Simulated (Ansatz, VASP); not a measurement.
Two plane-wave programs on Sn

```
Sn
1.0
    -1.83540    1.83540    2.01895
     1.83540   -1.83540    2.01895
     1.83540    1.83540   -2.01895
Sn
1
Direct
  0.00000 0.00000 0.00000
```

Alike in both runs: task single point; functional PBEsol; k mesh 20 × 20 × 20; occupations gaussian, width 0.15 eV; no spin polarisation.

|  | VASP | Ansatz |
| --- | --- | --- |
| version | VASP 6.6.1 | Ansatz 0.2.0 |
| potentials or method | VASP PAW PBE potentials, release 64 (Sn_d) | scalar-relativistic, plane waves, PAW |
| plane-wave cutoff (eV) | 520 | 420 |
| valence electrons in the cell | 14 | 14 |

|  | VASP | Ansatz | Ansatz less VASP |
| --- | --- | --- | --- |
| gap on the k mesh at the Fermi level (eV) | none | none | - |
| pressure (GPa) | -1.9 | -1.9 | +0.01 |
| largest component of the traceless stress (GPa) | 0.40 | 0.40 | -0.001 |

A gap of «none» marks a metal or a gap that the smearing closes.

Caveats: the PAW data sets were made with another functional, which shifts forces and pressure a little (VASP).
